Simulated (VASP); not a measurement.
# Fe (Fmmm) in VASP: notebook

The runs below take Fe through single point, with PBE, BLYP, revPBE.

All numbers are computed with VASP 6.6.1; they aren't measurements. Logs are shortened: lines on timing, memory, paths and dates and some standing lists are left out, and cuts for length are marked.

## (1) Starting point

The structure is orthorhombic, space group Fmmm (No. 69). The conventional cell has a = 3.400 Å, b = 3.452 Å, c = 3.710 Å, α = 90.00°, β = 90.00°, γ = 90.00°. Fe (site symmetry mmm) has 12 Fe at 2.42 to 2.53 Å as nearest neighbours.

This isn't the form of Fe at room conditions, which is bcc.

## (2) Single point, PBE, collinear spin, typed start

The input, INCAR:

```
SYSTEM = Fe
ALGO = Normal
EDIFF = 1E-6
ENCUT = 520
GGA = PE
ISIF = 2
ISMEAR = 0
ISPIN = 2
LASPH = .TRUE.
LCHARG = .FALSE.
LMAXMIX = 4
LORBIT = 11
LREAL = .FALSE.
LWAVE = .FALSE.
MAGMOM = -4 4
NBANDS = 19
NELM = 150
PREC = Accurate
SIGMA = 0.1
```

The input, KPOINTS:

```
k-points
0
G
  6 6 4
  0 0 0
```

The input, POSCAR:

```
Fe
1.0
    1.7000753688     -1.7262356591      0.0000000000
    1.7000753688      1.7262356591      0.0000000000
    0.0000000000      0.0000000000      3.7097032485
Fe
2
Direct
    0.5000000000      0.5000000000      0.5000000000
    0.0000000000      0.0000000000      0.0000000000
```

Potentials or basis: VASP PAW PBE potentials, release 64 (Fe).

On the command line:

```console
cat potpaw_PBE.64/Fe/POTCAR > POTCAR
mpirun -np 1 vasp_std > vasp.out
```

OUTCAR:

```text
SYSTEM = Fe
   EDIFF = 1E-6
   ENCUT = 520
   GGA = PE
   ISIF = 2
   ISMEAR = 0
   ISPIN = 2
   LASPH = .TRUE.
   LORBIT = 11
   LREAL = .FALSE.
   NELM = 150
   PREC = Accurate

 ion  position               nearest neighbor table
   1  0.500  0.500  0.500-   2 2.52   2 2.52   2 2.52   2 2.52   2 2.53   2 2.53   2 2.53   2 2.53

   2  0.000  0.000  0.000-   1 2.52   1 2.52   1 2.52   1 2.52   1 2.53   1 2.53   1 2.53   1 2.53

  LATTYP: Found a base centered orthorhombic cell.
 ALAT       =     3.4001507376
 B/A-ratio  =     1.0153877239
 C/A-ratio  =     1.0910408199

  Lattice vectors:

 A1 = (   1.7000753688,  -1.7262356591,   0.0000000000)
 A2 = (   1.7000753688,   1.7262356591,   0.0000000000)
 A3 = (   0.0000000000,   0.0000000000,   3.7097032485)

Analysis of symmetry for initial positions (statically):
=====================================================================
 Subroutine PRICEL returns following result:

  LATTYP: Found a face centered orthorhombic cell.
 ALAT       =     3.4001507376
 B/A-ratio  =     1.0153877239
 C/A-ratio  =     1.0910408199
[... 12 lines left out ...]
 Subroutine GETGRP returns: Found  8 space group operations
 (whereof  8 operations were pure point group operations)
 out of a pool of  8 trial point group operations.

The static configuration has the point symmetry D_2h.

Analysis of symmetry for dynamics (positions and initial velocities):
=====================================================================
 Subroutine PRICEL returns following result:

  LATTYP: Found a face centered orthorhombic cell.
 ALAT       =     3.4001507376
 B/A-ratio  =     1.0153877239
 C/A-ratio  =     1.0910408199
[... 12 lines left out ...]
 Subroutine GETGRP returns: Found  8 space group operations
 (whereof  8 operations were pure point group operations)
 out of a pool of  8 trial point group operations.

The dynamic configuration has the point symmetry D_2h.

Analysis of structural, dynamic, and magnetic symmetry:
=====================================================================
 Subroutine PRICEL returns following result:

  LATTYP: Found a face centered orthorhombic cell.
 ALAT       =     3.4001507376
 B/A-ratio  =     1.0153877239
 C/A-ratio  =     1.0910408199
[... 12 lines left out ...]
 Subroutine GETGRP returns: Found  8 space group operations
 (whereof  8 operations were pure point group operations)
 out of a pool of  8 trial point group operations.

The overall configuration has the point symmetry D_2h.

 Subroutine INISYM returns: Found  8 space group operations
 (whereof  8 operations are pure point group operations),
 and found     2 'primitive' translations

----------------------------------------------------------------------------------------

[... 117 lines left out ...]
   AEXX    =    0.0000 exact exchange contribution
   IVDW    =     0    specifies the selected vdW correction
   LEPSILON=     F    determine dielectric tensor
   LRPA    =     F    only Hartree local field effects (RPA)
 spin polarized calculation
 Gauss-broadening in eV      SIGMA  =   0.10
  energy-cutoff  :      520.00
  volume of cell :       21.77
 maximum number of plane-waves:       601
   NGX =  9   NGY =  9   NGZ = 13

 number of electron      16.0000016 magnetization       0.0000000

 number of electron      16.0000016 magnetization      -0.0000000

 Free energy of the ion-electron system (eV)
  ---------------------------------------------------
  ext. energy  EPLUGINS =         0.00000000
  ---------------------------------------------------
  free energy    TOTEN  =       -16.28264485 eV

  energy without entropy =      -16.26592863  energy(sigma->0) =      -16.27428674

 E-fermi :   6.5663     XC(G=0): -13.3873

 val. band max:        6.5654069825   @ k =  -0.3333   0.3333   0.0000
 cond. band min:       6.5719256248   @ k =  -0.1667   0.1667   0.5000
 fundamental gap:      0.0065186423
 Fermi energy:         6.5662990967

 spin component 1

 k-point     1 :       0.0000    0.0000    0.0000
  band No.  band energies     occupation
      1      -2.3391      1.00000
      2       1.5337      1.00000
      3       2.2649      1.00000
      4       4.4226      1.00000
      5       4.6479      1.00000
      6       4.7181      1.00000
[... 517 lines left out ...]
     18      23.5879      0.00000
     19      28.1974      0.00000

 [... further k-points ...]

 spin component 2

 k-point     1 :       0.0000    0.0000    0.0000
  band No.  band energies     occupation
      1      -2.3391      1.00000
      2       1.5337      1.00000
      3       2.2649      1.00000
      4       4.4226      1.00000
      5       4.6479      1.00000
      6       4.7181      1.00000
[... 517 lines left out ...]
     18      23.5879      0.00000
     19      28.1974      0.00000

 [... further k-points ...]

------------------------ aborting loop because EDIFF is reached ----------------------------------------

  FORCE on cell =-STRESS in cart. coord.  units (eV):
  Direction    XX          YY          ZZ          XY          YZ          ZX
  --------------------------------------------------------------------------------------
  -------------------------------------------------------------------------------------
  Total       -0.1017376     -0.1807936     -0.0418615      0.0000000      0.0000000      0.0000000
  in kB       -7.4860850    -13.3032040     -3.0802626      0.0000000      0.0000000      0.0000000
  external PRESSURE =      -7.9565172 kB  Pullay stress =       0.0000000 kB

 VOLUME and BASIS-vectors are now :
 -----------------------------------------------------------------------------
  energy-cutoff  :      520.00
  volume of cell :       21.77
      direct lattice vectors                 reciprocal lattice vectors
     1.700075369 -1.726235659  0.000000000     0.294104608 -0.289647591  0.000000000
     1.700075369  1.726235659  0.000000000     0.294104608  0.289647591  0.000000000
     0.000000000  0.000000000  3.709703248     0.000000000  0.000000000  0.269563341

 POSITION                                       TOTAL-FORCE (eV/Angst)
 -----------------------------------------------------------------------------------
      1.70008      0.00000      1.85485        -0.000000     -0.000000      0.000000
      0.00000      0.00000      0.00000         0.000000      0.000000      0.000000
 -----------------------------------------------------------------------------------
    total drift:                               -0.000000     -0.000000     -0.000000

  FREE ENERGIE OF THE ION-ELECTRON SYSTEM (eV)
  ---------------------------------------------------
  free  energy   TOTEN  =       -16.2826448471 eV

  energy  without entropy=      -16.2659286345  energy(sigma->0) =      -16.27428674

 total charge

# of ion       s       p       d       tot
------------------------------------------
    1        0.512   0.596   6.243   7.351
    2        0.512   0.596   6.243   7.351
--------------------------------------------------
tot          1.025   1.192  12.486  14.703

 magnetization (x)

# of ion       s       p       d       tot
------------------------------------------
    1       -0.020  -0.043  -1.644  -1.707
    2        0.020   0.043   1.644   1.707
--------------------------------------------------
tot          0.000   0.000   0.000   0.000
```

stdout:

```text
POSCAR found type information on POSCAR Fe
 POSCAR found :  1 types and       2 ions
 scaLAPACK will be used
 LDA part: xc-table for (Slater+PW92), standard interpolation
 POSCAR, INCAR and KPOINTS ok, starting setup
 FFT: planning ... GRIDC
 FFT: planning ... GRID_SOFT
 FFT: planning ... GRID
 WAVECAR not read
 entering main loop
```

Run time: 40 s. Hardware: 1 thread of Intel Xeon Platinum 8259CL at 2.50GHz (Skylake/Cascade Lake), shared host; peak memory 0.14 GiB.

What came out:

* Free energy: -16.2826 eV
* Pressure: -0.8 GPa
* Band gap on the k mesh: none (metal or under the smearing width)
* Net moment: 0.00 μB per cell
* Site moments: Fe -1.71, +1.71 μB
* Valence electrons inside the program's atomic spheres: Fe 7.35

Stress tensor (GPa, compression positive):
```
-0.75  0.00  0.00
 0.00 -1.33  0.00
 0.00  0.00 -0.31
```

Caveat: the k mesh is coarse (spacing up to 0.43 Å⁻¹), so the values aren't converged.

## (3) Single point, BLYP, collinear spin, typed start

The input, INCAR:

```
  AGGAC = 1.0
  AGGAX = 1.0
  ALDAC = 0.0
  ALDAX = 1.0
  ALGO = Normal
  EDIFF = 1E-7
  ENCUT = 520
  GGA = B5
  ISIF = 2
  ISMEAR = 0
  ISPIN = 2
  LASPH = T
  LCHARG = F
  LMAXMIX = 4
  LORBIT = 11
  LREAL = F
  LWAVE = F
  MAGMOM = -1.82 1.82
  NBANDS = 19
  NELM = 150
  PREC = Accurate
  SIGMA = 0.1
```

The input, KPOINTS:

```
k-points
0
Gamma
  2 2 2
```

POSCAR is that of step 2.

Potentials or basis: VASP PAW PBE potentials, release 64 (Fe).

On the command line:

```console
cat potpaw_PBE.64/Fe/POTCAR > POTCAR
mpirun -np 1 vasp_std > vasp.out
```

OUTCAR:

```text
EDIFF = 1E-7
   ENCUT = 520
   GGA = B5
   ISIF = 2
   ISMEAR = 0
   ISPIN = 2
   LASPH = T
   LORBIT = 11
   LREAL = F
   NELM = 150
   PREC = Accurate

 ion  position               nearest neighbor table
   1  0.500  0.500  0.500-   2 2.52   2 2.52   2 2.52   2 2.52   2 2.53   2 2.53   2 2.53   2 2.53

   2  0.000  0.000  0.000-   1 2.52   1 2.52   1 2.52   1 2.52   1 2.53   1 2.53   1 2.53   1 2.53

  LATTYP: Found a base centered orthorhombic cell.
 ALAT       =     3.4001507376
[... 499 lines left out ...]
  external PRESSURE =      11.5223518 kB  Pullay stress =       0.0000000 kB

 VOLUME and BASIS-vectors are now :
 -----------------------------------------------------------------------------
  energy-cutoff  :      520.00
  volume of cell :       21.77
      direct lattice vectors                 reciprocal lattice vectors
     1.700075369 -1.726235659  0.000000000     0.294104608 -0.289647591  0.000000000
     1.700075369  1.726235659  0.000000000     0.294104608  0.289647591  0.000000000
     0.000000000  0.000000000  3.709703248     0.000000000  0.000000000  0.269563341

 POSITION                                       TOTAL-FORCE (eV/Angst)
 -----------------------------------------------------------------------------------
      1.70008      0.00000      1.85485        -0.000000      0.000000     -0.000000
      0.00000      0.00000      0.00000         0.000000     -0.000000      0.000000
 -----------------------------------------------------------------------------------
    total drift:                               -0.000000     -0.000000     -0.000000

  FREE ENERGIE OF THE ION-ELECTRON SYSTEM (eV)
  ---------------------------------------------------
  free  energy   TOTEN  =       -13.2410865786 eV

  energy  without entropy=      -13.2196772993  energy(sigma->0) =      -13.23038194

 total charge

# of ion       s       p       d       tot
------------------------------------------
    1        0.493   0.542   6.364   7.399
    2        0.493   0.542   6.364   7.399
--------------------------------------------------
tot          0.986   1.084  12.728  14.798

 magnetization (x)

# of ion       s       p       d       tot
------------------------------------------
    1       -0.005  -0.070  -0.921  -0.996
    2        0.005   0.070   0.921   0.996
--------------------------------------------------
tot          0.000   0.000   0.000   0.000
```

Wall time 39 s (1 thread of Intel Xeon Platinum 8259CL at 2.50GHz (Skylake/Cascade Lake), shared host); peak memory 0.13 GiB.

What came out:

```yaml
Free_energy: -13.2411 eV
Pressure: 1.2 GPa
Band_gap_on_the_k_mesh: none (metal or under the smearing width)
Net_moment: 0.00 μB per cell
Site_moments: Fe -1.00, +1.00 μB
Valence_electrons_inside_the_program's_atomic_spheres: Fe 7.40
```

Stress tensor (GPa, compression positive):
```
 1.92  0.00  0.00
 0.00 -4.51  0.00
 0.00  0.00  6.04
```

Levels at points of the mesh, in eV from the Fermi level:
Spin up:
```
           k point  band 6  band 7  band 8  band 9  band 10  band 11
(0.00, 0.00, 0.00)   -1.86   -0.95   -0.86    0.67     0.70     0.76
(0.50, 0.00, 0.00)   -2.45   -1.93   -1.03   -0.62     0.08     2.15
(0.50, 0.50, 0.00)    0.43    0.43    0.46    0.48     1.01     3.13
(0.00, 0.00, 0.50)   -1.56   -1.28   -1.28   -0.81    -0.22    -0.18
(0.50, 0.00, 0.50)   -1.78   -0.28    0.02    0.22     0.37     0.50
(0.50, 0.50, 0.50)   -2.37   -1.01   -0.43    0.46     1.01     8.45
```
Spin down:
```csv
k point,band 6,band 7,band 8,band 9,band 10,band 11
"(0.00, 0.00, 0.00)",-1.86,-0.95,-0.86,0.67,0.70,0.76
"(0.50, 0.00, 0.00)",-2.45,-1.93,-1.03,-0.62,0.08,2.15
"(0.50, 0.50, 0.00)",0.43,0.43,0.46,0.48,1.01,3.13
"(0.00, 0.00, 0.50)",-1.56,-1.28,-1.28,-0.81,-0.22,-0.18
"(0.50, 0.00, 0.50)",-1.78,-0.28,0.02,0.22,0.37,0.50
"(0.50, 0.50, 0.50)",-2.37,-1.01,-0.43,0.46,1.01,8.45
```

Caveat: the k mesh is coarse (spacing up to 1.30 Å⁻¹), so the values aren't converged; the PAW data sets were made with another functional, which shifts forces and pressure a little.

## (4) Single point, revPBE, collinear spin, typed start

The input, INCAR:

```
SYSTEM = Fe
ALGO     = Normal         ! electronic algorithm
EDIFF    = 1E-6           ! SCF threshold, eV
ENCUT    = 520            ! plane-wave cutoff, eV
GGA      = RE             ! functional
ISIF     = 2              ! what is computed and relaxed
ISMEAR   = 0              ! smearing method
ISPIN    = 2              ! spin polarisation
LASPH    = .TRUE.         ! aspherical terms in the spheres
LCHARG   = .TRUE.         ! write CHGCAR
LELF     = .TRUE.         ! ELF
LMAXMIX  = 4              ! l up to which the mixer works
LORBIT   = 11             ! projections on sites
LREAL    = .FALSE.        ! projectors in reciprocal space
LVHAR    = .TRUE.       
LWAVE    = .FALSE.        ! write WAVECAR
MAGMOM   = -1.82 1.82     ! initial moments
NBANDS   = 19             ! bands
NELM     = 150            ! most SCF steps
PREC     = Accurate       ! precision mode
SIGMA    = 0.1            ! smearing width, eV
```

The input, KPOINTS:

```
k-points
0
G
  6 6 4
  0 0 0
```

POSCAR is that of step 3.

On the command line:

```console
cat potpaw_PBE.64/Fe/POTCAR > POTCAR
mpirun -np 1 vasp_std > vasp.out
```

Wall time 31 s (1 thread of Intel Xeon Platinum 8259CL at 2.50GHz (Skylake/Cascade Lake), shared host); peak memory 0.15 GiB.

The run converged. Its results:

* Free energy: -15.4573 eV
* Pressure: 4.0 GPa
* Band gap on the k mesh: none (metal or under the smearing width)
* Net moment: 0.00 μB per cell
* Site moments: Fe -1.75, +1.75 μB
* Valence electrons inside the program's atomic spheres: Fe 7.35

Stress tensor (GPa, compression positive):
```
3.70 0.00 0.00
0.00 3.25 0.00
0.00 0.00 4.96
```

Levels at points of the mesh, in eV from the Fermi level:
Spin up:
| k point | band 4 | band 5 | band 6 | band 7 | band 8 | band 9 | band 10 | band 11 | band 12 | band 13 |
| --- | --- | --- | --- | --- | --- | --- | --- | --- | --- | --- |
| (0.00, 0.00, 0.00) | -2.15 | -1.95 | -1.89 | -1.02 | -0.72 | 1.07 | 1.09 | 1.45 | 1.50 | 9.41 |
| (0.50, 0.00, 0.00) | -3.15 | -2.33 | -2.07 | -1.90 | -1.23 | 0.18 | 0.62 | 1.94 | 3.03 | 11.63 |
| (0.50, 0.50, 0.00) | -4.32 | 0.14 | 0.35 | 0.68 | 0.71 | 0.94 | 1.67 | 3.14 | 3.54 | 11.12 |
| (0.00, 0.00, 0.50) | -2.76 | -2.39 | -1.47 | -1.47 | -1.00 | -0.98 | 0.30 | 0.36 | 1.44 | 18.15 |
| (0.50, 0.00, 0.50) | -2.33 | -1.79 | -1.67 | -0.28 | -0.17 | 0.32 | 0.75 | 0.96 | 1.10 | 7.38 |
| (0.50, 0.50, 0.50) | -3.26 | -2.05 | -1.98 | -1.42 | 0.21 | 0.35 | 1.67 | 8.49 | 8.57 | 8.85 |
Spin down:
| k point | band 4 | band 5 | band 6 | band 7 | band 8 | band 9 | band 10 | band 11 | band 12 | band 13 |
| --- | --- | --- | --- | --- | --- | --- | --- | --- | --- | --- |
| (0.00, 0.00, 0.00) | -2.15 | -1.95 | -1.89 | -1.02 | -0.72 | 1.07 | 1.09 | 1.45 | 1.50 | 9.41 |
| (0.50, 0.00, 0.00) | -3.15 | -2.33 | -2.07 | -1.90 | -1.23 | 0.18 | 0.62 | 1.94 | 3.03 | 11.63 |
| (0.50, 0.50, 0.00) | -4.32 | 0.14 | 0.35 | 0.68 | 0.71 | 0.94 | 1.67 | 3.14 | 3.54 | 11.12 |
| (0.00, 0.00, 0.50) | -2.76 | -2.39 | -1.47 | -1.47 | -1.00 | -0.98 | 0.30 | 0.36 | 1.44 | 18.15 |
| (0.50, 0.00, 0.50) | -2.33 | -1.79 | -1.67 | -0.28 | -0.17 | 0.32 | 0.75 | 0.96 | 1.10 | 7.38 |
| (0.50, 0.50, 0.50) | -3.26 | -2.05 | -1.98 | -1.42 | 0.21 | 0.35 | 1.67 | 8.49 | 8.57 | 8.85 |

Caveat: the k mesh is coarse (spacing up to 0.43 Å⁻¹), so the values aren't converged; the PAW data sets were made with another functional, which shifts forces and pressure a little.

## (5) Single point, PBE, collinear spin, typed start

The input, INCAR:

```
ALGO     = Normal         # electronic algorithm
EDIFF    = 1E-7           # SCF threshold, eV
ENCUT    = 520            # plane-wave cutoff, eV
GGA      = PE             # functional
ISIF     = 2              # what is computed and relaxed
ISMEAR   = 0              # smearing method
ISPIN    = 2              # spin polarisation
LASPH    = True           # aspherical terms in the spheres
LCHARG   = False          # write CHGCAR
LMAXMIX  = 4              # l up to which the mixer works
LORBIT   = 11             # projections on sites
LREAL    = False          # projectors in reciprocal space
LWAVE    = False          # write WAVECAR
MAGMOM   = -1.82 1.82     # initial moments
NBANDS   = 19             # bands
NELM     = 150            # most SCF steps
PREC     = Accurate       # precision mode
SIGMA    = 0.1            # smearing width, eV
```

The input, KPOINTS:

```
k-points
0
Gamma
  6 6 4
```

POSCAR is that of step 4.

On the command line:

```console
cat potpaw_PBE.64/Fe/POTCAR > POTCAR
mpirun -np 1 vasp_std > vasp.out
```

Run time: 41 s. Hardware: 1 thread of Intel Xeon Platinum 8259CL at 2.50GHz (Skylake/Cascade Lake), shared host; peak memory 0.14 GiB.

The run converged. Its results:

| Quantity | Value |
| --- | --- |
| Free energy | -16.2826 eV |
| Pressure | -0.8 GPa |
| Band gap on the k mesh | none (metal or under the smearing width) |
| Net moment | 0.00 μB per cell |
| Site moments | Fe -1.71, +1.71 μB |
| Valence electrons inside the program's atomic spheres | Fe 7.35 |

Stress tensor (GPa, compression positive):
```
-0.74  0.00  0.00
 0.00 -1.32  0.00
 0.00  0.00 -0.31
```

Levels at points of the mesh, in eV from the Fermi level:
Spin up:
```
           k point  band 6  band 7  band 8  band 9  band 10  band 11
(0.00, 0.00, 0.00)   -1.85   -0.97   -0.71    1.06     1.09     1.46
(0.50, 0.00, 0.00)   -2.02   -1.90   -1.18    0.15     0.60     1.98
(0.50, 0.50, 0.00)    0.38    0.69    0.72    0.94     1.67     3.16
(0.00, 0.00, 0.50)   -1.42   -1.42   -1.01   -0.92     0.28     0.34
(0.50, 0.00, 0.50)   -1.64   -0.25   -0.14    0.35     0.73     0.94
(0.50, 0.50, 0.50)   -1.99   -1.37    0.19    0.38     1.67     8.51
```
Spin down:
```tsv
k point	band 4	band 5	band 6	band 7	band 8	band 9	band 10	band 11	band 12	band 13
(0.00, 0.00, 0.00)	-2.14	-1.92	-1.85	-0.97	-0.71	1.06	1.09	1.46	1.47	9.43
(0.50, 0.00, 0.00)	-3.10	-2.34	-2.02	-1.90	-1.18	0.15	0.60	1.98	3.03	11.66
(0.50, 0.50, 0.00)	-4.29	0.17	0.38	0.69	0.72	0.94	1.67	3.16	3.55	11.14
(0.00, 0.00, 0.50)	-2.76	-2.34	-1.42	-1.42	-1.01	-0.92	0.28	0.34	1.41	18.19
(0.50, 0.00, 0.50)	-2.28	-1.79	-1.64	-0.25	-0.14	0.35	0.73	0.94	1.10	7.39
(0.50, 0.50, 0.50)	-3.27	-2.06	-1.99	-1.37	0.19	0.38	1.67	8.51	8.58	8.87
```

Caveat: the k mesh is coarse (spacing up to 0.43 Å⁻¹), so the values aren't converged.

## (6) Overview

```tsv
level	k mesh	gap on the mesh (eV)	pressure (GPa)	moment (μB)
PBE	6 × 6 × 4	none	-0.8	0.00
BLYP	2 × 2 × 2	none	1.2	0.00
revPBE	6 × 6 × 4	none	4.0	0.00
```

Alike in all rows: task single point; potentials or basis VASP PAW PBE potentials, release 64 (Fe); spin collinear, typed start; cell as given; cutoff (eV) 520; smearing gaussian 0.1 eV; the mesh is coarse, so values aren't converged.

Caveats: all runs use coarse meshes; the PAW data sets were made with another functional, which shifts forces and pressure a little (some runs).

Total energies depend on the potentials used, so only differences within one code and one set of settings carry meaning.
